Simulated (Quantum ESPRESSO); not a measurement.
ZnSe (Stilleite): zone-centre phonons and dielectric response under several settings

```xyz
2
Lattice="0.0000 2.8338 2.8338 2.8338 0.0000 2.8338 2.8338 2.8338 0.0000" Properties=species:S:1:pos:R:3 pbc="T T T"
Se    4.2507    4.2507    4.2507
Zn    0.0000    0.0000    0.0000
```

All runs used Quantum ESPRESSO 7.5; k mesh 6 × 6 × 6, shifted; relaxed cell; no spin polarisation; occupations smeared at first, fixed for the response.

```csv
level,potentials,cutoff (eV),volume (Å³/atom),lowest optical mode without the field (cm⁻¹),ε∞ (mean)
PBE,SSSP 1.3 efficiency PBE,748,23.55,195,7.35
PBE,SG15 PBE 1.2,952,?,?,?
```

Q: What stands in the row left open?

A: Volume 23.56 Å³/atom; lowest optical mode without the field 196 cm⁻¹; ε∞ 7.42.
